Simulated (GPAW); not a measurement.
**Ti: equation of state with PBE**

The system is Ti.

```
Ti
1.0
    -1.64100    1.64100    1.64100
     1.64100   -1.64100    1.64100
     1.64100    1.64100   -1.64100
Ti
1
Direct
  0.00000 0.00000 0.00000
```

This isn't the form of Ti at room conditions, which is hcp.

```json
{"Program": "GPAW 26.7.0", "Task": "equation of state", "Functional": "PBE", "Potentials or basis": "GPAW PAW data sets (gpaw-data 1.2.1)", "Cutoff": "600 eV", "Basis": "pw", "k mesh": "11 × 11 × 11", "Occupations": "fermi-dirac, width 0.05 eV", "Spin": "no spin polarisation", "Maxiter": "150", "Eos scales": "[0.94, 0.96, 0.98, 1.0, 1.02, 1.04, 1.06]"}
```

| Item | Value |
| --- | --- |
| Equilibrium volume | 17.32 Å³/atom |
| Bulk modulus | 104 GPa |
| Pressure derivative of the bulk modulus | 2.9 |

Energy against volume, from the lowest point:
| volume (Å³/atom) | energy (meV/atom) |
| --- | --- |
| 16.616 | 9.77 |
| 16.969 | 2.30 |
| 17.323 | 0.00 |
| 17.676 | 2.23 |
| 18.030 | 8.99 |
| 18.383 | 19.69 |
| 18.737 | 34.08 |

Wall time 51 s on 1 thread of Arm Neoverse V2, on a shared host, peak memory 0.19 GiB.
